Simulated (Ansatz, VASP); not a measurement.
PbO in VASP and in Ansatz

```xyz
2
Lattice="3.1079 0.0000 0.0000 0.0000 3.1079 0.0000 0.0000 0.0000 3.1079" Properties=species:S:1:pos:R:3 pbc="T T T"
Pb    0.0000    0.0000    0.0000
O     1.5540    1.5540    1.5540
```

Alike in both runs: functional PBE; k mesh 12 × 12 × 12; occupations fermi-dirac, width 0.05 eV; no spin polarisation.

Ansatz relaxed the structure, and its values are those at the end. VASP's run is a single point on that final structure, the one shown.

```csv
,VASP,Ansatz
version,VASP 6.6.1,Ansatz 0.2.0
potentials or method,"VASP PAW PBE potentials, release 64 (Pb_d, O), cutoff 520 eV","all-electron LAPW, scalar-relativistic"
```

|  | VASP | Ansatz | Ansatz less VASP |
| --- | --- | --- | --- |
| pressure (GPa) | 11.9 | 12.0 | +0.05 |

Ansatz ran all-electron here, so the differences hold the error of VASP's frozen core and of both bases.
